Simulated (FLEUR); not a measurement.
Runs of FLEUR MaX-R8.1 (later development tree) on BN. Symmetry: F-43m, No. 216, cubic system. The conventional cell has a = 3.626 Å, b = 3.626 Å, c = 3.626 Å, α = 90.00°, β = 90.00°, γ = 90.00°. N (site symmetry -43m) has 4 B at 1.57 Å as nearest neighbours. B (site symmetry -43m) has 4 N at 1.57 Å as nearest neighbours. The cell is a database's computed one.

```tsv
task	level	gmax	muffin-tin radii	max iterations	mixing factor	mixer	kmax	gap on the mesh (eV)	V0 of scaled cells (Å³/atom)	B0 (GPa)
band structure	LDA	16.3 1/bohr	N 1.37, B 1.37 bohr	60	0.05	Anderson	5.26 1/bohr	(a)	-	-
band structure	r2SCAN	16.3 1/bohr	N 1.37, B 1.37 bohr	80	0.05	Anderson	5.26 1/bohr	5.05	-	-
equation of state	r2SCAN	16.8 1/bohr	N 1.33, B 1.33 bohr	-	-	-	5.41 1/bohr	-	5.88	391
equation of state	PBEsol	16.8 1/bohr	N 1.33, B 1.33 bohr	-	-	-	5.41 1/bohr	-	(b)	386
single point	PBEsol	16.8 1/bohr	N 1.33, B 1.33 bohr	60	0.05	Anderson	5.41 1/bohr	4.34	-	-
```

Alike in all rows: potentials or basis all-electron, FLAPW; no spin polarisation; cell as given; k mesh 13 × 13 × 13; smearing fermi-dirac 0.05 eV.

Q: Estimate the missing entries.

A: (a) 4.41; (b) 5.86.

Caveats: the meta-GGA is that of a development version, with a GGA for the radial functions and cores and without core tails (some runs); an odd mesh through Γ misses points on the zone boundary, where band edges often lie (some runs).
